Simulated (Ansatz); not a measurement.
Crystal: Li2O.

```
O Li
1.0
     0.00000    2.32685    2.32685
     2.32685    0.00000    2.32685
     2.32685    2.32685    0.00000
O Li
1 2
Direct
  0.00000 0.00000 0.00000
  0.25000 0.25000 0.25000
  0.75000 0.75000 0.75000
```

The cell comes from a database or a generator and needn't be the stable form of this composition.

Base run:

```yaml
Program: Ansatz 0.2.0
Functional: PBE
Potentials_or_basis: JTH PAW
Cutoff: "1380 eV (not typed: the program's choice for these potentials)"
k_mesh: 10 × 10 × 10
Occupations: fermi-dirac, width 0.05 eV
Spin: no spin polarisation
```

Its results: band gap on the k mesh 4.93 eV, indirect (least direct gap 5.08 eV); pressure -1.0 GPa.

Task: The run is repeated on the same cell with these changes: potentials or basis from JTH PAW to Ansatz PAW earlier set; cutoff from 1380 eV (not typed: the program's choice for these potentials) to 900 eV. What comes out?

Result: Band gap on the k mesh 4.94 eV, indirect (least direct gap 5.10 eV); pressure -1.4 GPa.

A k mesh can miss the band edges.
